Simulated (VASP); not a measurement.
Cs2AgBiBr6 under changes of volume

One of the cells (36.136 Å³/atom); the others are scaled copies at fixed shape and fractional positions:

```
CELL_PARAMETERS angstrom
0.00000 5.65329 5.65329
5.65329 0.00000 5.65329
5.65329 5.65329 0.00000
ATOMIC_POSITIONS crystal
Bi 0.00000 0.00000 0.00000
Cs 0.75000 0.75000 0.75000
Cs 0.25000 0.25000 0.25000
Ag 0.50000 0.50000 0.50000
Br 0.74945 0.74945 0.25055
Br 0.25055 0.25055 0.74945
Br 0.74945 0.25055 0.25055
Br 0.74945 0.25055 0.74945
Br 0.25055 0.74945 0.74945
Br 0.25055 0.74945 0.25055
```

| Property | Result |
| --- | --- |
| Program | VASP 6.6.1 |
| Functional | PBEsol |
| Potentials or basis | VASP PAW PBE potentials, release 64 (Bi_d, Cs_sv, Ag, Br) |
| Cutoff | 520 eV |
| k mesh | 4 × 4 × 4 |
| Occupations | fermi-dirac, width 0.05 eV |
| Spin | no spin polarisation |

```csv
volume (Å³/atom),energy over the lowest point (meV/atom),pressure (GPa),gap on the mesh (eV),largest force (eV/Å)
33.301,?,?,?,?
34.010,4.26,1.2,1.11,0.464
34.718,0.17,0.6,1.14,0.384
36.136,0.00,-0.5,1.20,0.237
36.844,3.32,-1.0,1.22,0.170
37.553,8.58,-1.4,1.24,0.107
```

Task: What does the run at 33.301 Å³/atom give?

Result: Energy over the lowest point 11.46 meV/atom; pressure 2.0 GPa; gap on the mesh 1.08 eV; largest force 0.550 eV/Å.

Worked out: A Birch-Murnaghan fit of order 3 (a polynomial in V^(-2/3)) to the other rows has its minimum at 35.44 Å³/atom with B0 = V·E''(V) = 28 GPa and B' = 5.0 at fixed shape and positions, which overstates the stiffness. It gives 11.49 meV/atom at 33.301 Å³/atom, against the run's 11.46, and -dE/dV = 2.0 GPa, against 2.0. A straight line through the other rows of the gap, of slope 1.33 eV per unit of ln V, extrapolates to 1.08 eV, against the run's 1.08.

Energies are extrapolated to zero smearing.

Caveats: the PAW data sets were made with another functional, which shifts forces and pressure a little; spin-orbit coupling is left out, which as a rule narrows the gap of such compounds by several tenths of an eV.

A mesh can miss the band edges.
